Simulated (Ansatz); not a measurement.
# ZrS2: zone-centre modes

Theory: Ansatz, DFT PBE+D3(BJ), scalar-relativistic, plane waves, PAW. Settings: plane waves to 420 eV, k-mesh 12×12×6 (Γ-centred), Gaussian smearing 0.05 eV. No spin polarisation.

Zero of the scan (as given, not relaxed at this level):

```
CELL_PARAMETERS angstrom
3.63000 0.00000 0.00000
-1.81500 3.14367 0.00000
0.00000 0.00000 5.85000
ATOMIC_POSITIONS crystal
Zr 0.00000 0.00000 0.00000
S 0.33333 0.66667 0.24920
S 0.66667 0.33333 0.75080
```

Harmonic modes by finite displacements of 0.02 Å, without the LO–TO term.

(1) At this geometry, is the structure stable against these modes?

(2) List the wavenumbers in cm⁻¹.

Answers

(1) Yes: no mode is imaginary beyond 10 cm⁻¹, and only the three translations lie near zero.

(2) 0, 0, 0, 161, 161, 251, 251, 320, 326.

Cost: 1 run of about 0.57 core-minutes, on Intel Xeon 6975P-C (Granite Rapids) (shared hosts).